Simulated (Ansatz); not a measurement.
Nudged elastic band run: Si₁₆H, charge +1

input.yaml

```yaml
crystal:
  lattice:
    - [0.0, 5.43, 5.43]
    - [5.43, 0.0, 5.43]
    - [5.43, 5.43, 0.0]
  atoms:
    - { symbol: Si, position: [-0.00336854, 0.00452404, -0.00240998] }
    - { symbol: Si, position: [0.12610253, 0.12624084, 0.12007136] }
    - { symbol: Si, position: [0.00069463, 0.02627507, 0.49356654] }
    - { symbol: Si, position: [0.13512526, 0.13510679, 0.62473443] }
    - { symbol: Si, position: [-0.01378636, 0.49880574, -0.0116458] }
    - { symbol: Si, position: [0.12032056, 0.63103466, 0.09685431] }
    - { symbol: Si, position: [-0.01478218, 0.49888865, 0.46973123] }
    - { symbol: Si, position: [0.14100841, 0.65483648, 0.62589589] }
    - { symbol: Si, position: [0.49859285, 0.00955525, -0.00691072] }
    - { symbol: Si, position: [0.62405181, 0.13373325, 0.11604186] }
    - { symbol: Si, position: [0.5078258, 0.01352575, 0.48828161] }
    - { symbol: Si, position: [0.62761122, 0.13434253, 0.62062289] }
    - { symbol: Si, position: [0.49355665, 0.50629758, -0.0052536] }
    - { symbol: Si, position: [0.613808, 0.63725508, 0.11678472] }
    - { symbol: Si, position: [0.50955474, 0.50744801, 0.48992797] }
    - { symbol: Si, position: [0.61893522, 0.64050731, 0.62158834] }
    - { symbol: H, position: [0.08544181, 0.64864407, 0.45362484] }
total_charge: 1
basis:
  ecutwfc: 420.0
kpoints:
  mp_grid: { grid: [2, 2, 2] }
hamiltonian:
  xc: pbe
scf:
  occupations: { method: gaussian, width: 0.02 }
  lower_state_search: "off"
neb:
  images: 3
  f_tol: 0.05
  initial_path: idpp
  max_iterations: 74
  optimiser: lbfgs
  final_atoms:
    - { symbol: Si, position: [-0.00129603, 0.00918361, -0.00757652] }
    - { symbol: Si, position: [0.12521042, 0.1267181, 0.12087239] }
    - { symbol: Si, position: [-0.02495838, 0.02749792, 0.49434802] }
    - { symbol: Si, position: [0.11856129, 0.13153133, 0.61996265] }
    - { symbol: Si, position: [0.02308468, 0.49943531, -0.01026109] }
    - { symbol: Si, position: [0.13386857, 0.63695767, 0.11405778] }
    - { symbol: Si, position: [0.00100196, 0.50470427, 0.4871804] }
    - { symbol: Si, position: [0.0784546, 0.65505444, 0.62656123] }
    - { symbol: Si, position: [0.49887579, 0.00442448, -0.00112101] }
    - { symbol: Si, position: [0.62618622, 0.13242343, 0.11606194] }
    - { symbol: Si, position: [0.49165773, 0.00985491, 0.48828929] }
    - { symbol: Si, position: [0.60043481, 0.13568827, 0.62621549] }
    - { symbol: Si, position: [0.5069218, 0.50488464, -0.00725972] }
    - { symbol: Si, position: [0.64849995, 0.63093413, 0.09826361] }
    - { symbol: Si, position: [0.54658053, 0.49857581, 0.47039451] }
    - { symbol: Si, position: [0.6268903, 0.63673477, 0.61958722] }
    - { symbol: H, position: [0.3125248, 0.66426293, 0.46609884] }
  order_check: true
```

Command:

```bash
$ ansatz run input.yaml --threads 1 --pin off --max-ram 3072MiB --backend cpu --events-out ev --progress --plain --runs-dir out
```

Output, in part (warnings, iteration lines):

```
NEB end point (image 0): max|allowed force component| = 1.754e-2 eV/Å (the criterion of neb.relax_end_points is 1.000e-2)
NEB end point (image 4): max|allowed force component| = 6.399e-3 eV/Å (the criterion of neb.relax_end_points is 1.000e-2)
NEB iter   1: max|band force component| = 1.895e0 eV/Å  barrier→ = 1.1802 eV  barrier← = 1.1804 eV  Δτ_max = 0.0413 Å  (37 SCF iters)
NEB iter   2: max|band force component| = 1.439e0 eV/Å  barrier→ = 0.9951 eV  barrier← = 0.9953 eV  Δτ_max = 0.1052 Å  (17 SCF iters)
NEB iter   3: max|band force component| = 1.041e0 eV/Å  barrier→ = 0.6630 eV  barrier← = 0.6632 eV  Δτ_max = 0.1012 Å  (19 SCF iters)
NEB iter   4: max|band force component| = 6.966e-1 eV/Å  barrier→ = 0.5227 eV  barrier← = 0.5229 eV  Δτ_max = 0.1032 Å  (18 SCF iters)
NEB iter   5: max|band force component| = 4.844e-1 eV/Å  barrier→ = 0.4626 eV  barrier← = 0.4628 eV  CI = image 2  Δτ_max = 0.0070 Å  (18 SCF iters)
NEB iter   6: max|band force component| = 4.560e-1 eV/Å  barrier→ = 0.4592 eV  barrier← = 0.4594 eV  CI = image 2  Δτ_max = 0.0457 Å  (13 SCF iters)
NEB iter   7: max|band force component| = 2.792e-1 eV/Å  barrier→ = 0.4533 eV  barrier← = 0.4535 eV  CI = image 2  Δτ_max = 0.0408 Å  (16 SCF iters)
NEB iter   8: max|band force component| = 2.874e-1 eV/Å  barrier→ = 0.4486 eV  barrier← = 0.4488 eV  CI = image 2  Δτ_max = 0.0043 Å  (17 SCF iters)
NEB iter   9: max|band force component| = 2.605e-1 eV/Å  barrier→ = 0.4465 eV  barrier← = 0.4467 eV  CI = image 2  Δτ_max = 0.0294 Å  (12 SCF iters)
NEB iter  10: max|band force component| = 1.410e-1 eV/Å  barrier→ = 0.4387 eV  barrier← = 0.4389 eV  CI = image 2  Δτ_max = 0.0320 Å  (16 SCF iters)
NEB iter  11: max|band force component| = 2.111e-1 eV/Å  barrier→ = 0.4314 eV  barrier← = 0.4316 eV  CI = image 2  Δτ_max = 0.0034 Å  (16 SCF iters)
NEB iter  12: max|band force component| = 1.392e-1 eV/Å  barrier→ = 0.4300 eV  barrier← = 0.4302 eV  CI = image 2  Δτ_max = 0.0150 Å  (12 SCF iters)
NEB iter  13: max|band force component| = 1.296e-1 eV/Å  barrier→ = 0.4251 eV  barrier← = 0.4252 eV  CI = image 2  Δτ_max = 0.0188 Å  (16 SCF iters)
NEB iter  14: max|band force component| = 1.543e-1 eV/Å  barrier→ = 0.4209 eV  barrier← = 0.4211 eV  CI = image 2  Δτ_max = 0.0025 Å  (16 SCF iters)
NEB iter  15: max|band force component| = 1.376e-1 eV/Å  barrier→ = 0.4201 eV  barrier← = 0.4203 eV  CI = image 2  Δτ_max = 0.0149 Å  (12 SCF iters)
NEB iter  16: max|band force component| = 8.824e-2 eV/Å  barrier→ = 0.4170 eV  barrier← = 0.4172 eV  CI = image 2  Δτ_max = 0.0181 Å  (16 SCF iters)
NEB iter  17: max|band force component| = 1.449e-1 eV/Å  barrier→ = 0.4141 eV  barrier← = 0.4143 eV  CI = image 2  Δτ_max = 0.0023 Å  (16 SCF iters)
NEB iter  18: max|band force component| = 9.776e-2 eV/Å  barrier→ = 0.4134 eV  barrier← = 0.4136 eV  CI = image 2  Δτ_max = 0.0090 Å  (11 SCF iters)
NEB iter  19: max|band force component| = 1.064e-1 eV/Å  barrier→ = 0.4113 eV  barrier← = 0.4115 eV  CI = image 2  Δτ_max = 0.0016 Å  (15 SCF iters)
NEB iter  20: max|band force component| = 1.019e-1 eV/Å  barrier→ = 0.4109 eV  barrier← = 0.4111 eV  CI = image 2  Δτ_max = 0.0231 Å  (10 SCF iters)
NEB iter  21: max|band force component| = 1.145e-1 eV/Å  barrier→ = 0.4074 eV  barrier← = 0.4076 eV  CI = image 2  Δτ_max = 0.0018 Å  (15 SCF iters)
NEB iter  22: max|band force component| = 8.601e-2 eV/Å  barrier→ = 0.4070 eV  barrier← = 0.4072 eV  CI = image 2  Δτ_max = 0.0069 Å  (10 SCF iters)
NEB iter  23: max|band force component| = 7.028e-2 eV/Å  barrier→ = 0.4059 eV  barrier← = 0.4061 eV  CI = image 2  Δτ_max = 0.0081 Å  (12 SCF iters)
NEB iter  24: max|band force component| = 6.585e-2 eV/Å  barrier→ = 0.4051 eV  barrier← = 0.4053 eV  CI = image 2  Δτ_max = 0.0318 Å  (12 SCF iters)
NEB iter  25: max|band force component| = 1.116e-1 eV/Å  barrier→ = 0.4035 eV  barrier← = 0.4037 eV  CI = image 2  Δτ_max = 0.0020 Å  (15 SCF iters)
NEB iter  26: max|band force component| = 6.410e-2 eV/Å  barrier→ = 0.4032 eV  barrier← = 0.4034 eV  CI = image 2  Δτ_max = 0.0038 Å  (9 SCF iters)
NEB iter  27: max|band force component| = 4.248e-2 eV/Å  barrier→ = 0.4028 eV  barrier← = 0.4029 eV  CI = image 2  CI's point: of a kind that is not told: the force calls were inconclusive, a negative curvature could not be distinguished from the path's own, the only one lies far off the path, or fixed occupations may fill a level only in part  Δτ_max = 0.0000 Å  (232 SCF iters)
```

The run converged. By the program's own check the climbing image is of a kind that is not told: the force calls were inconclusive, a negative curvature could not be distinguished from the path's own, the only one lies far off the path, or fixed occupations may fill a level only in part (lowest curvatures found: -1.89 and 0.46 eV/Å²). Limits of this set-up: coarse k mesh, charged cell in a uniform background, uncorrected.

Final band (atoms are numbered from 1 in the order of the input):

```tsv
image	path coordinate (Å)	energy (eV)	Si7–H17 (Å)	Si15–H17 (Å)
0	0.00	0.00	1.61	2.99
1	0.70	0.02	1.63	2.61
2	1.40	0.40	2.02	2.02
3	2.18	0.01	2.68	1.62
4	2.96	0.00	3.10	1.61
```

Time of the run: 11 min on 1 thread of Arm Neoverse V1, on a shared host, peak memory 0.75 GiB.
